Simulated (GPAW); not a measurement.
# Li2O (Fm-3m) in GPAW: convergence with smearing function

Aim: find how far smearing function must go before the results for Li2O settle, at LDA. This setting moves, with any that are tied to it; all else stays.

All numbers are computed with GPAW 26.7.0; they aren't measurements. Logs are shortened: lines on timing, memory, paths and dates and some standing lists are left out, and cuts for length are marked. The log counts tension as positive stress, the text compression.

### Step 1. Starting point

Symmetry: Fm-3m, No. 225, cubic system. The conventional cell has a = 4.654 Å, b = 4.654 Å, c = 4.654 Å, α = 90.00°, β = 90.00°, γ = 90.00°. O (site symmetry m-3m) is surrounded by 8 Li at 2.02 Å. Li (site symmetry -43m) has 4 O at 2.02 Å as nearest neighbours.

The cell comes from a database or a generator and needn't be the stable form of this composition.

### Step 2. With smearing function fermi-dirac

run.py

```python
from ase.dft.bandgap import bandgap
from ase.io import read, write
from ase.units import GPa
from gpaw import GPAW, PW

atoms = read('Li2O.xyz')

calc = GPAW(mode=PW(800),
            xc='LDA',
            kpts={'size': (10, 10, 10), 'gamma': True},
            occupations={'name': 'fermi-dirac', 'width': 0.1},
            nbands=12,
            convergence={'density': 1e-05, 'energy': 1e-05},
            maxiter=100,
            txt='gpaw.txt')
atoms.calc = calc
energy = atoms.get_potential_energy()
forces = atoms.get_forces()
stress = atoms.get_stress()
calc.write('gs.gpw')
write('result.traj', atoms)
print(f'Energy: {energy:.6f} eV')
print('Forces (eV/A):')
print(forces.round(4))
print('Stress (GPa):', (stress / GPa).round(3))
print('Fermi level:', round(calc.get_fermi_level(), 4), 'eV')
print(f'Gap: {bandgap(calc)[0]:.4f} eV, direct: {bandgap(calc, direct=True)[0]:.4f} eV')
```

Li2O.xyz

```xyz
3
Lattice="0.0000000000 2.3268543819 2.3268543819 2.3268543819 0.0000000000 2.3268543819 2.3268543819 2.3268543819 0.0000000000" Properties=species:S:1:pos:R:3 pbc="T T T"
O      0.0000000000      0.0000000000      0.0000000000
Li     1.1634271910      1.1634271910      1.1634271910
Li     3.4902815728      3.4902815728      3.4902815728
```

Potentials or basis: the program's PAW data sets (release 1.2.1) made for this functional, pw.

On the command line:

```console
> OMP_NUM_THREADS=1 python run.py
```

It took 19 s on 1 thread of Intel Xeon Platinum 8259CL at 2.50GHz (Skylake/Cascade Lake), shared host; peak memory 0.16 GiB.

Results (log left out):

| Quantity | Value |
| --- | --- |
| Free energy | -15.7354 eV |
| Pressure | -5.1 GPa |
| Band gap on the k mesh | 4.77 eV, indirect (least direct gap 5.06 eV) |

### Step 3. With smearing function gaussian

Edit run.py of step 2 so:

```diff
@@ -10,3 +10,3 @@
             kpts={'size': (10, 10, 10), 'gamma': True},
-            occupations={'name': 'fermi-dirac', 'width': 0.1},
+            occupations={'name': 'methfessel-paxton', 'order': 0, 'width': 0.1},
             nbands=12,
```

Li2O.xyz is that of step 2.

Potentials or basis: the program's PAW data sets (release 1.2.1) made for this functional, pw.

On the command line:

```console
> OMP_NUM_THREADS=1 python run.py
```

Wall time 19 s (1 thread of Intel Xeon Platinum 8259CL at 2.50GHz (Skylake/Cascade Lake), shared host); peak memory 0.16 GiB.

The run converged. Its results:

- Free energy: -15.7354 eV
- Pressure: -5.1 GPa
- Band gap on the k mesh: 4.77 eV, indirect (least direct gap 5.06 eV)

### Step 4. With smearing function marzari-vanderbilt

Edit run.py of step 3 so:

```diff
@@ -10,3 +10,3 @@
             kpts={'size': (10, 10, 10), 'gamma': True},
-            occupations={'name': 'methfessel-paxton', 'order': 0, 'width': 0.1},
+            occupations={'name': 'marzari-vanderbilt', 'width': 0.1},
             nbands=12,
```

Li2O.xyz is that of step 3.

On the command line:

```console
> OMP_NUM_THREADS=1 python run.py
```

Wall time 17 s (1 thread of Intel Xeon Platinum 8259CL at 2.50GHz (Skylake/Cascade Lake), shared host); peak memory 0.16 GiB.

The run converged. Its results:

* Free energy: -15.7354 eV
* Pressure: -5.1 GPa
* Band gap on the k mesh: 4.77 eV, indirect (least direct gap 5.06 eV)

### Step 5. With smearing function methfessel-paxton

Edit run.py of step 4 so:

```diff
@@ -10,3 +10,3 @@
             kpts={'size': (10, 10, 10), 'gamma': True},
-            occupations={'name': 'marzari-vanderbilt', 'width': 0.1},
+            occupations={'name': 'methfessel-paxton', 'width': 0.1, 'order': 1},
             nbands=12,
```

Li2O.xyz is that of step 4.

On the command line:

```console
> OMP_NUM_THREADS=1 python run.py
```

It took 17 s on 1 thread of Intel Xeon Platinum 8259CL at 2.50GHz (Skylake/Cascade Lake), shared host; peak memory 0.16 GiB.

Results (log left out):

```
Free energy            : -15.7354 eV
Pressure               : -5.1 GPa
Band gap on the k mesh : 4.77 eV, indirect (least direct gap 5.06 eV)
```

### Step 6. With smearing function tetrahedron-method

Edit run.py of step 5 so:

```diff
@@ -10,3 +10,3 @@
             kpts={'size': (10, 10, 10), 'gamma': True},
-            occupations={'name': 'methfessel-paxton', 'width': 0.1, 'order': 1},
+            occupations={'name': 'tetrahedron-method'},
             nbands=12,
```

Li2O.xyz is that of step 5.

Potentials or basis: the program's PAW data sets (release 1.2.1) made for this functional, pw.

On the command line:

```console
> OMP_NUM_THREADS=1 python run.py
```

Run time: 17 s. Hardware: 1 thread of Intel Xeon Platinum 8259CL at 2.50GHz (Skylake/Cascade Lake), shared host; peak memory 0.16 GiB.

Results (log left out):

```
Free energy            : -15.7354 eV
Pressure               : -5.1 GPa
Band gap on the k mesh : 4.77 eV, indirect (least direct gap 5.06 eV)
```

### Step 7. With smearing function improved-tetrahedron-method

Edit run.py of step 6 so:

```diff
@@ -10,3 +10,3 @@
             kpts={'size': (10, 10, 10), 'gamma': True},
-            occupations={'name': 'tetrahedron-method'},
+            occupations={'name': 'improved-tetrahedron-method'},
             nbands=12,
```

Li2O.xyz is that of step 6.

On the command line:

```console
> OMP_NUM_THREADS=1 python run.py
```

Run time: 18 s. Hardware: 1 thread of Intel Xeon Platinum 8259CL at 2.50GHz (Skylake/Cascade Lake), shared host; peak memory 0.16 GiB.

It converged, with:

| Item | Value |
| --- | --- |
| Free energy | -15.7354 eV |
| Pressure | -5.1 GPa |
| Band gap on the k mesh | 4.77 eV, indirect (least direct gap 5.06 eV) |

### Step 8. With smearing function fixed

Edit run.py of step 7 so:

```diff
@@ -10,3 +10,3 @@
             kpts={'size': (10, 10, 10), 'gamma': True},
-            occupations={'name': 'improved-tetrahedron-method'},
+            occupations={'width': 0.0},
             nbands=12,
```

Li2O.xyz is that of step 7.

Potentials or basis: the program's PAW data sets (release 1.2.1) made for this functional, pw.

On the command line:

```console
> OMP_NUM_THREADS=1 python run.py
```

gpaw.txt:

```text
__  _  _
 | _ |_)|_||  |
 |__||  | ||/\| - 26.7.0

Input parameters:
  mode=PW(ecut=800.0),
  convergence={'density': 1e-05, 'energy': 1e-05},
  kpts=MonkhorstPack(size=(10, 10, 10), gamma=True),
  maxiter=100,
  nbands=12,
  occupations=Occupations(width=0.0),
  xc=XC(name='LDA')

Diagonalizing LCAO Hamiltonian
Converting LCAO to pw mode

                  Li

           Li

       O

Atoms  # Å, Bohr magnetons
|   | symbol |        x |        y |        z |    initial magnetic moments |
|---|--------|----------|----------|----------|-----------------------------|
| 0 |      O | 0.000000 | 0.000000 | 0.000000 | ( 0.0000,  0.0000,  0.0000) |
| 1 |     Li | 1.163427 | 1.163427 | 1.163427 | ( 0.0000,  0.0000,  0.0000) |
| 2 |     Li | 3.490282 | 3.490282 | 3.490282 | ( 0.0000,  0.0000,  0.0000) |

Unit cell  # Å
| periodic |        x |        y |        z |  lengths |    angles |
|----------|----------|----------|----------|----------|-----------|
|      yes | 0.000000 | 2.326854 | 2.326854 | 3.290669 | 60.000000 |
|      yes | 2.326854 | 0.000000 | 2.326854 | 3.290669 | 60.000000 |
|      yes | 2.326854 | 2.326854 | 0.000000 | 3.290669 | 60.000000 |

Number of symmetries: 48
Symmetry operations  # r_c * U_cc + t_c -> r_c
|    | kind |            matrix            |
|----|------|------------------------------|
|  0 |  σ   |  1, 0, 0,  1, 0,-1,  1,-1, 0 |
|  1 |  C2  |  1, 0, 0,  1,-1, 0,  1, 0,-1 |
|  2 |  E   |  1, 0, 0,  0, 1, 0,  0, 0, 1 |
|  3 |  σ   |  1, 0, 0,  0, 0, 1,  0, 1, 0 |
|  4 |  C4  |  1, 0,-1,  1, 0, 0,  1,-1, 0 |
|  5 |  S6  |  1, 0,-1,  1,-1, 0,  1, 0, 0 |
|  6 |  σ   |  1, 0,-1,  0, 1,-1,  0, 0,-1 |
|  7 |  C3  |  1, 0,-1,  0, 0,-1,  0, 1,-1 |
|  8 |  S6  |  1,-1, 0,  1, 0, 0,  1, 0,-1 |
|  9 |  C4  |  1,-1, 0,  1, 0,-1,  1, 0, 0 |
| 10 |  C3  |  1,-1, 0,  0,-1, 1,  0,-1, 0 |
| 11 |  σ   |  1,-1, 0,  0,-1, 0,  0,-1, 1 |
| 12 |  σ   |  0, 1, 0,  1, 0, 0,  0, 0, 1 |
| 13 |  C4  |  0, 1, 0,  0, 1,-1, -1, 1, 0 |
| 14 |  C3  |  0, 1, 0,  0, 0, 1,  1, 0, 0 |
| 15 |  S6  |  0, 1, 0, -1, 1, 0,  0, 1,-1 |
| 16 |  C2  |  0, 1,-1,  1, 0,-1,  0, 0,-1 |
| 17 |  σ   |  0, 1,-1,  0, 1, 0, -1, 1, 0 |
| 18 |  S4  |  0, 1,-1,  0, 0,-1,  1, 0,-1 |
| 19 |  C4  |  0, 1,-1, -1, 1, 0,  0, 1, 0 |
| 20 |  C3  |  0, 0, 1,  1, 0, 0,  0, 1, 0 |
| 21 |  σ   |  0, 0, 1,  0, 1, 0,  1, 0, 0 |
| 22 |  S6  |  0, 0, 1,  0,-1, 1, -1, 0, 1 |
| 23 |  C4  |  0, 0, 1, -1, 0, 1,  0,-1, 1 |
| 24 |  S4  |  0, 0,-1,  1, 0,-1,  0, 1,-1 |
| 25 |  C3  |  0, 0,-1,  0, 1,-1,  1, 0,-1 |
| 26 |  C2  |  0, 0,-1,  0,-1, 0, -1, 0, 0 |
| 27 |  S6  |  0, 0,-1, -1, 0, 0,  0,-1, 0 |
| 28 |  S4  |  0,-1, 1,  1,-1, 0,  0,-1, 0 |
| 29 |  C4  |  0,-1, 1,  0, 0, 1, -1, 0, 1 |
| 30 |  C2  |  0,-1, 1,  0,-1, 0,  1,-1, 0 |
| 31 |  σ   |  0,-1, 1, -1, 0, 1,  0, 0, 1 |
| 32 |  C3  |  0,-1, 0,  1,-1, 0,  0,-1, 1 |
| 33 |  S6  |  0,-1, 0,  0, 0,-1, -1, 0, 0 |
| 34 |  S4  |  0,-1, 0,  0,-1, 1,  1,-1, 0 |
| 35 |  C2  |  0,-1, 0, -1, 0, 0,  0, 0,-1 |
| 36 |  C2  | -1, 1, 0,  0, 1, 0,  0, 1,-1 |
| 37 |  S6  | -1, 1, 0,  0, 1,-1,  0, 1, 0 |
| 38 |  S4  | -1, 1, 0, -1, 0, 1, -1, 0, 0 |
| 39 |  C3  | -1, 1, 0, -1, 0, 0, -1, 0, 1 |
| 40 |  S6  | -1, 0, 1,  0, 0, 1,  0,-1, 1 |
| 41 |  C2  | -1, 0, 1,  0,-1, 1,  0, 0, 1 |
| 42 |  C3  | -1, 0, 1, -1, 1, 0, -1, 0, 0 |
| 43 |  S4  | -1, 0, 1, -1, 0, 0, -1, 1, 0 |
| 44 |  C2  | -1, 0, 0,  0, 0,-1,  0,-1, 0 |
| 45 |  i   | -1, 0, 0,  0,-1, 0,  0, 0,-1 |
| 46 |  σ   | -1, 0, 0, -1, 1, 0, -1, 0, 1 |
| 47 |  C2  | -1, 0, 0, -1, 0, 1, -1, 1, 0 |

BZ-sampling:
  Number of BZ points: 1000
  Number of IBZ points: 47

  Monkhorst-Pack size: [10, 10, 10]
  Monkhorst-Pack shift: [0.05, 0.05, 0.05]

K-points  # in reciprocal-cell coordinates
|     |                                coordinates |     weight |
|-----|--------------------------------------------|------------|
|   0 | (  0.00000000,   0.00000000,   0.00000000) | 0.00100000 |
|   1 | (  0.10000000,   0.10000000,   0.00000000) | 0.00600000 |
|   2 | (  0.10000000,   0.10000000,   0.10000000) | 0.00800000 |
|   3 | (  0.20000000,   0.10000000,   0.10000000) | 0.01200000 |
|   4 | (  0.20000000,   0.20000000,   0.00000000) | 0.00600000 |
|   5 | (  0.20000000,   0.20000000,   0.10000000) | 0.02400000 |
|   6 | (  0.20000000,   0.20000000,   0.20000000) | 0.00800000 |
|   7 | (  0.30000000,   0.20000000,   0.10000000) | 0.02400000 |
|   8 | (  0.30000000,   0.20000000,   0.20000000) | 0.02400000 |
|   9 | (  0.30000000,   0.30000000,   0.00000000) | 0.00600000 |
| ... |                                            |            |
|  46 | (  0.50000000,   0.50000000,   0.50000000) | 0.00400000 |

Plane wave coefficients: 1308
Cutoff: 800.0 eV

Spin-components: 1 (collinear spins)
Bands:           12
Projectors:      11
Spin-degeneracy: 2
Datatype:        complex128

Parallelization:
  kpt:    1
  domain: 1
  band:   1

Density:
  Valence electrons: 8.0
  Components: 1
  Grid points: [24 24 24]
  Charge: 0.0  # |e|

Potential:
  Grid points: [24 24 24]

species:
  O:
    name:    Oxygen
    Z:       8.0
    valence: 6
    core:    2
    charge:  0.0  # [|e|]
    compensation charges:
      type: gauss
      rc: 0.21  # [Å]
      lmax: 2
    cutoffs:
      filter: 1.17  # [Å]
      core: 0.83  # [Å]
    projectors
    | kind |    occ | energy [eV] | rcut [Å] |
    |------|--------|-------------|----------|
    |   2s |  2.000 |     -23.752 |    0.688 |
    |   2p |  4.000 |      -9.195 |    0.598 |
    |    s |        |       3.459 |    0.688 |
    |    p |        |      18.016 |    0.598 |
    |    d |        |       0.000 |    0.619 |

    Using partial waves for O as LCAO basis

  Li:
    name:    Lithium
    Z:       3.0
    valence: 1
    core:    2
    charge:  0.0  # [|e|]
    compensation charges:
      type: gauss
      rc: 0.33  # [Å]
      lmax: 2
    cutoffs:
      filter: 1.91  # [Å]
      core: 2.55  # [Å]
    projectors
    | kind |    occ | energy [eV] | rcut [Å] |
    |------|--------|-------------|----------|
    |   2s |  1.000 |      -2.874 |    1.058 |
    |   2p |  0.000 |      -1.126 |    1.058 |
    |    s |        |      24.338 |    1.058 |

    Using partial waves for Li as LCAO basis

Reference energy: -2427.125660  # eV

eigensolver:
  PPCG
  Converge bands: occupied
  niter=2

density mixing:
  MSR1-Mixer
  Pratt-step length: 0.05
  Maximum mixing coefficient: 0.75
  Old densities: 10
  SVD Regularization: 0.005
  Good broyden scale: 1.0
  Trust region scale: 1.0
  Backstep threshold: 4.0
  History deletion threshold: 6.0
  Fourier metric: weight=20.0, sigma=0.015

occupation numbers:
  # Zero width

poisson solver:
  ecut: 6400.0  # eV

xc functional:
  name: None

convergence criteria:
[... 6 lines left out ...]
|iter     | |      energy | eigst |  dens |
|---------|-|-------------|-------|-------|
|iter:   1| |  -16.452931 | -0.06 |       |
|iter:   2| |  -16.253031 | -2.53 | -0.77 |
|iter:   3| |  -15.750408 | -1.75 | -0.82 |
|iter:   4| |  -15.738085 | -3.23 | -1.25 |
|iter:   5| |  -15.735332 | -3.62 | -1.53 |
|iter:   6| |  -15.735345 | -5.93 | -2.69 |
|iter:   7| |  -15.735351c| -6.24 | -3.02 |
|iter:   8| |  -15.735351c| -7.72c| -4.63 |
|iter:   9| |  -15.735351c| -8.85c| -5.03c|

Converged in 9 steps
Energy contributions relative to reference atoms: (reference = -2427.125660)

Energy contributions:
  Kinetic:          16.142974
  Coulomb:         -14.957890
  Zero:              0.213768
  External:          0.000000
  Xc:              -17.134204
  Entropy:           0.000000
  Spinorbit:         0.000000
  ----------------------------
  Free energy:     -15.735351
  Extrapolated:    -15.735351

dipole moment: (-13.018434, -13.018434, -13.018434)  # |e|*Ang

Fermi level: 3.248
Eigenvalues  # (at kpt = [0.000, 0.000, 0.000])
| band index |      eig [eV] | occ [0-2] |
|------------|---------------|-----------|
|          0 |       -14.264 |     2.000 |
|          1 |         0.865 |     2.000 |
|          2 |         0.865 |     2.000 |
|          3 |         0.865 |     2.000 |
|          4 |         5.921 |     0.000 |
|          5 |        12.329 |     0.000 |
|          6 |        12.329 |     0.000 |
|          7 |        12.329 |     0.000 |
|          8 |        19.503 |     0.000 |
|          9 |        19.503 |     0.000 |
|         10 |        19.503 |     0.000 |
|         11 |        28.253 |     0.000 |

Gap: 4.765 eV
Transition (v -> c):
  (s=0, k=0, n=3, [0.00, 0.00, 0.00]) -> (s=0, k=41, n=4, [0.50, 0.50, 0.00])
Direct/indirect transitions are different
Direct gap: 5.056 eV
Transition at: (s=0, k=0, n=3, [0.00, 0.00, 0.00])

Forces  # eV/Ang
|        x |       y |       z |
|----------|---------|---------|
| -0.00000 | 0.00000 | 0.00000 |  # O    0
|  0.00000 | 0.00000 | 0.00000 |  # Li   1
|  0.00000 | 0.00000 | 0.00000 |  # Li   2

Stress tensor  # eV/Ang^3
|        x |        y |        z |
|----------|----------|----------|
| 0.032081 | 0.000000 | 0.000000 |
| 0.000000 | 0.032081 | 0.000000 |
| 0.000000 | 0.000000 | 0.032081 |

# Writing to gs.gpw (mode='')
```

It took 17 s on 1 thread of Intel Xeon Platinum 8259CL at 2.50GHz (Skylake/Cascade Lake), shared host; peak memory 0.16 GiB.

What came out:

| Item | Value |
| --- | --- |
| Free energy | -15.7354 eV |
| Pressure | -5.1 GPa |
| Band gap on the k mesh | 4.77 eV, indirect (least direct gap 5.06 eV) |

### Step 9. Result

```tsv
smearing function	energy less the tightest run, at zero smearing (meV/atom)	SCF cycles	CPU time (s)	peak memory (GiB)
fermi-dirac	0.00	9	19	0.16
gaussian	0.00	9	19	0.16
marzari-vanderbilt	0.00	9	17	0.16
methfessel-paxton	0.00	9	17	0.16
tetrahedron-method	0.00	9	17	0.16
improved-tetrahedron-method	0.00	9	18	0.16
fixed	0.00	9	17	0.16
```

Against the tightest run, the energy stays within 1 meV/atom from fermi-dirac on. The tightest run that finished is the yardstick and may itself not be fully converged.
